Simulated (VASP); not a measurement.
# LaB6 (Pm-3m) in VASP: relaxation of cell and atoms with r2SCAN

Aim: the relaxation of cell and atoms of LaB6 with r2SCAN.

All numbers are computed with VASP 6.6.1; they aren't measurements. Logs are shortened: lines on timing, memory, paths and dates and some standing lists are left out, and cuts for length are marked.

## (1) Starting point

It takes space group Pm-3m (No. 221, cubic). The conventional cell has a = 4.157 Å, b = 4.157 Å, c = 4.157 Å, α = 90.00°, β = 90.00°, γ = 90.00°. Around La (site symmetry m-3m) lie 24 B at 3.05 Å. B (site symmetry 4mm) is surrounded by 5 B at 1.64 to 1.78 Å.

## (2) Relaxation of cell and atoms, r2SCAN

INCAR reads:

```
SYSTEM = LaB6
PREC = Accurate
ENCUT = 600
EDIFF = 1E-7
ISMEAR = 0
SIGMA = 0.1
LREAL = .FALSE.
LASPH = .TRUE.
NELM = 60
ALGO = Normal
ISIF = 3
LWAVE = .FALSE.
LCHARG = .FALSE.
METAGGA = R2SCAN
LMIXTAU = .TRUE.
IBRION = 2
NSW = 80
EDIFFG = -0.004
```

KPOINTS reads:

```
Automatic mesh
0
G
  8 8 8
  0 0 0
```

POSCAR reads:

```
LaB6
1.0
    4.1570000000      0.0000000000      0.0000000000
    0.0000000000      4.1570000000      0.0000000000
    0.0000000000      0.0000000000      4.1570000000
La B
1 6
Direct
    0.0000000000      0.0000000000      0.0000000000
    0.1975000000      0.5000000000      0.5000000000
    0.5000000000      0.1975000000      0.5000000000
    0.8025000000      0.5000000000      0.5000000000
    0.5000000000      0.8025000000      0.5000000000
    0.5000000000      0.5000000000      0.1975000000
    0.5000000000      0.5000000000      0.8025000000
```

Potentials or basis: VASP PAW PBE potentials, release 64 (La, B).

Run with:

```sh
> cat potpaw_PBE.64/La/POTCAR potpaw_PBE.64/B/POTCAR > POTCAR
> mpirun -np 1 vasp_std > vasp.out
```

OUTCAR:

```text
SYSTEM = LaB6
   PREC = Accurate
   ENCUT = 600
   EDIFF = 1E-7
   ISMEAR = 0
   LREAL = .FALSE.
   LASPH = .TRUE.
   NELM = 60
   ISIF = 3
   METAGGA = R2SCAN
   IBRION = 2
   NSW = 80
   EDIFFG = -0.004

 ion  position               nearest neighbor table
   1  0.000  0.000  0.000-
   2  0.197  0.500  0.500-   4 1.64   3 1.78   5 1.78   6 1.78   7 1.78
   3  0.500  0.197  0.500-   5 1.64   4 1.78   2 1.78   6 1.78   7 1.78
   4  0.803  0.500  0.500-   2 1.64   3 1.78   5 1.78   6 1.78   7 1.78
   5  0.500  0.803  0.500-   3 1.64   2 1.78   4 1.78   6 1.78   7 1.78
   6  0.500  0.500  0.197-   7 1.64   3 1.78   4 1.78   5 1.78   2 1.78
   7  0.500  0.500  0.803-   6 1.64   3 1.78   4 1.78   5 1.78   2 1.78

  LATTYP: Found a simple cubic cell.
 ALAT       =     4.1570000000

  Lattice vectors:

 A1 = (   4.1570000000,   0.0000000000,   0.0000000000)
 A2 = (   0.0000000000,   4.1570000000,   0.0000000000)
 A3 = (   0.0000000000,   0.0000000000,   4.1570000000)

Analysis of symmetry for initial positions (statically):
=====================================================================
 Subroutine PRICEL returns:
 Original cell was already a primitive cell.

 Routine SETGRP: Setting up the symmetry group for a
 simple cubic supercell.

 Subroutine GETGRP returns: Found 48 space group operations
 (whereof 48 operations were pure point group operations)
 out of a pool of 48 trial point group operations.

The static configuration has the point symmetry O_h .

Analysis of symmetry for dynamics (positions and initial velocities):
=====================================================================
 Subroutine PRICEL returns:
 Original cell was already a primitive cell.

 Routine SETGRP: Setting up the symmetry group for a
 simple cubic supercell.

 Subroutine GETGRP returns: Found 48 space group operations
 (whereof 48 operations were pure point group operations)
 out of a pool of 48 trial point group operations.

The dynamic configuration has the point symmetry O_h .

 Subroutine INISYM returns: Found 48 space group operations
 (whereof 48 operations are pure point group operations),
 and found     1 'primitive' translations

----------------------------------------------------------------------------------------

                                     Primitive cell

  volume of cell :      71.8357
[... 103 lines left out ...]
   IBRION =      2    ionic relax: 0-MD 1-quasi-New 2-CG
   NFREE  =      1    steps in history (QN), initial steepest desc. (CG)
   ISIF   =      3    stress and relaxation
   ISYM   =      2    0-nonsym 1-usesym 2-fastsym
   POTIM  = 0.5000    time-step for ionic-motion
   TEBEG  =    0.0;   TEEND  =   0.0 temperature during run
   PSTRESS=    0.0 pullay stress
   NELECT =      29.0000    total number of electrons
   NUPDOWN=      -1.0000    fix difference up-down
   EMIN   =  10.00;   EMAX   =-10.00  energy-range for DOS
   EFERMI =   0.00;   METHOD = LEGACY
   ISMEAR =     0;   SIGMA  =   0.10  broadening in eV -4-tet -1-fermi 0-gaus
   EFERMI_NEDOS =   21; number of points for ismear=-14 and -15
   IALGO  =     38    algorithm
   IMIX   =      4    mixing-type and parameters
     AMIX     =   0.40;   BMIX     =  1.00
     AMIX_MAG =   1.60;   BMIX_MAG =  1.00
  volume/ion in A,a.u.               =      10.26        69.25
  Fermi-wavevector in a.u.,A,eV,Ry     =   1.209932  2.286439 19.918037  1.463934
  Thomas-Fermi vector in A             =   2.345494
   LORBIT       =      0    0 simple, 1 ext, 2 COOP (PROOUT), +10 PAW based schemes
   METAGGA = R2SCAN    functional components
   LHFCALC =     F    Hartree Fock is set to
   AEXX    =    0.0000 exact exchange contribution
   IVDW    =     0    specifies the selected vdW correction
   LEPSILON=     F    determine dielectric tensor
   LRPA    =     F    only Hartree local field effects (RPA)
 conjugate gradient relaxation of ions
 non-spin polarized calculation
 Gauss-broadening in eV      SIGMA  =   0.10
  energy-cutoff  :      600.00
  volume of cell :       71.84
 maximum number of plane-waves:      2440
 NGX is ok and might be reduce to    36
   NGX = 17   NGY = 17   NGZ = 17

--------------------------------------- Ionic step        1  -------------------------------------------

 number of electron      29.0000000 magnetization

 Free energy of the ion-electron system (eV)
  ---------------------------------------------------
  ext. energy  EPLUGINS =         0.00000000
  ---------------------------------------------------
  free energy    TOTEN  =       -78.20994348 eV

  energy without entropy =      -78.20550845  energy(sigma->0) =      -78.20772596

------------------------ aborting loop because EDIFF is reached ----------------------------------------

  FORCE on cell =-STRESS in cart. coord.  units (eV):
  Direction    XX          YY          ZZ          XY          YZ          ZX
  --------------------------------------------------------------------------------------
  -------------------------------------------------------------------------------------
  Total       -0.4819567     -0.4819567     -0.4819567     -0.0000000      0.0000000     -0.0000000
  in kB      -10.7492601    -10.7492601    -10.7492601     -0.0000000      0.0000000     -0.0000000
  external PRESSURE =     -10.7492601 kB  Pullay stress =       0.0000000 kB
[... 192 lines left out ...]
--------------------------------------- Ionic step        6  -------------------------------------------

 number of electron      29.0000000 magnetization

 Free energy of the ion-electron system (eV)
  ---------------------------------------------------
  ext. energy  EPLUGINS =         0.00000000
  ---------------------------------------------------
  free energy    TOTEN  =       -78.23103304 eV

  energy without entropy =      -78.22731552  energy(sigma->0) =      -78.22917428

 E-fermi :   8.7295     XC(G=0): -11.9433

 val. band max:        8.6046227382   @ k =   0.3750   0.2500   0.1250
 cond. band min:       8.7396615819   @ k =   0.2500   0.2500   0.0000
 fundamental gap:      0.1350388437
 Fermi energy:         8.7294726541

 k-point     1 :       0.0000    0.0000    0.0000
  band No.  band energies     occupation
      1     -25.6352      2.00000
      2      -8.9333      2.00000
      3      -8.9333      2.00000
      4      -8.9333      2.00000
      5      -7.8415      2.00000
      6       0.3555      2.00000
[... 481 lines left out ...]
      5      -7.1494      2.00000
      6      -1.6420      2.00000
[... 10 lines left out ...]
     17      10.8890      0.00000
     18      10.9046      0.00000

 [... further k-points ...]
[... 5 lines left out ...]
  --------------------------------------------------------------------------------------
  -------------------------------------------------------------------------------------
  Total       -0.0133247     -0.0133247     -0.0133247     -0.0000000      0.0000000     -0.0000000
  in kB       -0.2982288     -0.2982288     -0.2982288     -0.0000000      0.0000000     -0.0000000
  external PRESSURE =      -0.2982288 kB  Pullay stress =       0.0000000 kB
[... 22 lines left out ...]
  FREE ENERGIE OF THE ION-ELECTRON SYSTEM (eV)
  ---------------------------------------------------
  free  energy   TOTEN  =       -78.2310330413 eV

  energy  without entropy=      -78.2273155190  energy(sigma->0) =      -78.22917428

 reached required accuracy - stopping structural energy minimisation
```

Wall time 7.1 min (1 thread of Intel Xeon 6975P-C (Granite Rapids), shared host); peak memory 0.26 GiB.

Results:

| Property | Result |
| --- | --- |
| Free energy | -78.2310 eV |
| Relaxed volume | 10.23 Å³/atom |
| Relaxed cell | a = 4.152 Å, b = 4.152 Å, c = 4.152 Å, α = 90.00°, β = 90.00°, γ = 90.00° |
| Space group after relaxing (to 0.05 Å) | Pm-3m (No. 221) |
| Energy gained by relaxing | 3.0 meV/atom |
| Ionic steps | 6 |
| Pressure after relaxing | 0.0 GPa |
| Band gap on the k mesh | none (metal or under the smearing width) |

Forces on the atoms (eV/Å):
```
La   0.000  0.000  0.000
B    0.003  0.000  0.000
B    0.000  0.003  0.000
B   -0.003  0.000  0.000
B    0.000 -0.003  0.000
B    0.000  0.000  0.003
B    0.000  0.000 -0.003
```

The path:
```csv
step,energy change (eV),largest force (eV/Å),pressure (GPa),volume (Å³)
1,0.0000,0.6601,-1.07,71.84
2,0.0736,1.4090,2.71,71.12
3,-0.0211,0.0004,-0.08,71.61
4,-0.0211,0.0130,-0.06,71.60
5,-0.0211,0.0199,0.00,71.57
6,-0.0211,0.0026,-0.03,71.58
```

Final structure:
```
CELL_PARAMETERS angstrom
4.15215 0.00000 0.00000
0.00000 4.15215 0.00000
0.00000 0.00000 4.15215
ATOMIC_POSITIONS crystal
La 0.00000 0.00000 0.00000
B 0.19994 0.50000 0.50000
B 0.50000 0.19994 0.50000
B 0.80006 0.50000 0.50000
B 0.50000 0.80006 0.50000
B 0.50000 0.50000 0.19994
B 0.50000 0.50000 0.80006
```

Levels at points of the mesh, in eV from the Fermi level:
```csv
k point,band 12,band 13,band 14,band 15,band 16,band 17
"(0.00, 0.00, 0.00)",-1.97,-1.97,-1.97,0.28,0.28,0.28
"(0.50, 0.00, 0.00)",-3.70,-3.39,-2.51,-1.57,1.67,1.67
"(0.50, 0.50, 0.00)",-4.70,-3.06,-3.06,1.20,1.20,2.23
"(0.50, 0.50, 0.50)",-2.53,-2.53,-2.53,1.69,2.02,2.02
```

Caveat: the PAW data sets were made with another functional, which shifts forces and pressure a little.
